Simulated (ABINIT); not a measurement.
The system is ZrC.

```
Zr C
1.0
     0.00000    2.36500    2.36500
     2.36500    0.00000    2.36500
     2.36500    2.36500    0.00000
Zr C
1 1
Direct
  0.50000 0.50000 0.50000
  0.00000 0.00000 0.00000
```

Base run:

| Property | Result |
| --- | --- |
| Program | ABINIT 10.8.3 (patched build) |
| Functional | PBEsol |
| Potentials or basis | JTH PAW PBE v2.0 |
| Cutoff | 544 eV |
| k mesh | 10 × 10 × 10 |
| Occupations | fermi-dirac, width 0.05 eV |
| Spin | no spin polarisation |

Its results: band gap on the k mesh none (metal or under the smearing width); pressure -8.7 GPa.

Q: The run is repeated on the same cell with these changes: functional from PBEsol to revPBE. What comes out?

A: Band gap on the k mesh none (metal or under the smearing width); pressure -0.8 GPa.

revPBE binds less tightly than PBEsol, so the same cell stands under more pressure.

Caveats: the PAW data sets were made with another functional, which shifts forces and pressure a little.
